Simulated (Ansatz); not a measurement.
# Relaxation of WC-type ZrC, step by step

The computed numbers are results of PBE, scalar-relativistic (no spin polarisation) in the plane-wave PAW code Ansatz at 420 eV, Γ-centred 12×12×12 mesh, 0.05 eV Gaussian smearing; PAW files: Ansatz's generated set soft_2.

The start was a prototype's sites filled with these elements. The Crystallography Open Database lists the compound in space group Fm-3m (rock salt), so this is a trial structure.

```yaml
crystal:
  lattice:
    - [3.0690055015, 0.0, 0.0]
    - [-1.5345027508, 2.6578367287, 0.0]
    - [0.0, 0.0, 2.9951973183]
  atoms:
    - { symbol: Zr, position: [0.0, 0.0, 0.0] }
    - { symbol: C, position: [0.6666666667, 0.3333333333, 0.5] }
basis:
  ecutwfc: 420
  ecutrho_ratio: 4
kpoints:
  mp_grid: { grid: [12, 12, 12] }
hamiltonian:
  xc: pbe
scf:
  occupations: { method: gaussian, width: 0.05 }
output:
  forces: true
  stress: true
  eigenvalues: true
relax:
  f_tol: 0.01
  max_steps: 60
  cell: { stress_tol: 0.04 }
```

Launched as:
```sh
ansatz run input.yaml --threads 2 --pin off --max-ram 2662MiB --backend cpu --events-out ev --progress --plain --runs-dir out
```

Positions (Å) and forces (eV/Å) at the first step:

```xyz
2
Lattice="3.069 0.000 0.000 -1.535 2.658 0.000 0.000 0.000 2.995" Properties=species:S:1:pos:R:3:forces:R:3 pbc="T T T"
Zr    0.000    0.000    0.000    0.000    0.000    0.000
C     1.535    0.886    1.498    0.000    0.000    0.000
```

Question: Where does the relaxation end?

Answer: After 8 further evaluations the energy is 147.2 meV/atom lower and the largest force component 0.000 eV/Å; space group P-6m2.
```xyz
2
Lattice="3.270 0.000 0.000 -1.635 2.831 0.000 0.000 0.000 2.940" Properties=species:S:1:pos:R:3 pbc="T T T"
Zr    0.000    0.000    0.000
C     1.635    0.944    1.470
```

The course:

| step | E − E(end) (meV/atom) | largest force component (eV/Å) | P (GPa) | a (Å) | b (Å) | c (Å) | accepted |
| --- | --- | --- | --- | --- | --- | --- | --- |
| 1 | 147.23 | 0.000 | 22.05 | 3.069 | 3.069 | 2.995 | yes |
| 2 | 9.78 | 0.000 | 3.93 | 3.222 | 3.222 | 2.954 | yes |
| 3 | 3.92 | 0.000 | 0.64 | 3.258 | 3.258 | 2.944 | yes |
| 4 | 3.79 | 0.000 | 0.02 | 3.266 | 3.266 | 2.941 | yes |
| 5 | 3.79 | 0.000 | 0.00 | 3.266 | 3.266 | 2.941 | yes |
| 6 | 0.04 | 0.000 | 0.31 | 3.266 | 3.266 | 2.941 | yes |
| 7 | 0.03 | 0.000 | 0.03 | 3.269 | 3.269 | 2.940 | yes |
| 8 | 0.03 | 0.000 | 0.00 | 3.270 | 3.270 | 2.940 | yes |
| 9 | 0.00 | 0.000 | 0.00 | 3.270 | 3.270 | 2.940 | yes |

Late in the path the plane-wave basis is renewed for the changed cell, which shifts energy and pressure at the same geometry (Pulay error), so rows before the renewal hold an offset.

Step 5 in full:

```xyz
2
Lattice="3.266 0.000 0.000 -1.633 2.828 0.000 0.000 0.000 2.941" Properties=species:S:1:pos:R:3:forces:R:3 pbc="T T T"
Zr    0.000    0.000    0.000    0.000    0.000    0.000
C     1.633    0.943    1.470    0.000    0.000    0.000
```

It ran for 41 s on 2 threads of Arm Neoverse N1 (shared host), peak memory 0.43 GiB.
